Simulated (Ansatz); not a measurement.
Write the native input for Ansatz 0.2.0 that does the following.

```yaml
Task: phonons
Functional: PBEsol
Potentials_or_basis: Ansatz PAW
Cutoff: "420 eV (not typed: the program's choice for these potentials)"
k_mesh: 10 × 10 × 8
Occupations: fermi-dirac, width 0.05 eV
Spin: no spin polarisation
q_mesh: 2 × 2 × 4
Path: "[[\"G\", \"X\", \"S\", \"R\", \"A\", \"Z\", \"G\", \"Y\", \"X1\", \"A1\", \"T\", \"Y\"], [\"Z\", \"T\"]]"
Points_for_each_segment_of_the_path: 8
```

Ge:

```xyz
1
Lattice="1.3971 -2.6005 0.0000 1.3971 2.6005 0.0000 0.0000 0.0000 2.6982" Properties=species:S:1:pos:R:3 pbc="T T T"
Ge    1.3971    0.0000    0.0000
```

This isn't the form of Ge at room conditions, which is diamond.

One way to write it, as run:

input.yaml

```yaml
crystal:
  lattice:
    - [1.397149, -2.600516, 0.0]
    - [1.397149, 2.600516, 0.0]
    - [0.0, 0.0, 2.698231]
  atoms:
    - { symbol: Ge, position: [0.5, 0.5, 0.0] }
hamiltonian:
  xc: pbesol
  pseudopotentials: { kind: paw }
kpoints:
  mp_grid: { grid: [10, 10, 8] }
scf:
  occupations: { method: fermi_dirac, width: 0.05 }
phonons:
  method: dfpt
  qmesh: [2, 2, 4]
  temperatures: { t_max: 1000, t_step: 100 }
  qpath:
    path:
      - [[0.0, 0.0, 0.0], [0.3221616403, 0.3221616403, 0.0], [0.0, 0.5, 0.0], [0.0, 0.5, 0.5], [0.3221616403, 0.3221616403, 0.5], [0.0, 0.0, 0.5], [0.0, 0.0, 0.0], [-0.5, 0.5, 0.0], [-0.3221616403, 0.6778383597, 0.0], [-0.3221616403, 0.6778383597, 0.5], [-0.5, 0.5, 0.5], [-0.5, 0.5, 0.0]]
      - [[0.0, 0.0, 0.5], [-0.5, 0.5, 0.5]]
    npoints: 8
```

Potentials or basis: Ansatz PAW.

Run with:

```console
$ ansatz run input.yaml --threads 2 --pin off --max-ram 5632MiB --backend cpu --events-out ev --progress --plain --runs-dir out
```

It gave:

- Band gap on the k mesh: none (metal or under the smearing width)
- Highest phonon frequency: 161 cm⁻¹
- Most unstable mode: 95i cm⁻¹

Caveat: some modes are imaginary; the q mesh is small, so phonon branches between its points and thermal values are rough; some levels weren't fully converged.

Wall time 43 s on 2 threads of AMD EPYC 7R13 Processor (Zen 3), with other jobs on the host, peak memory 0.55 GiB.
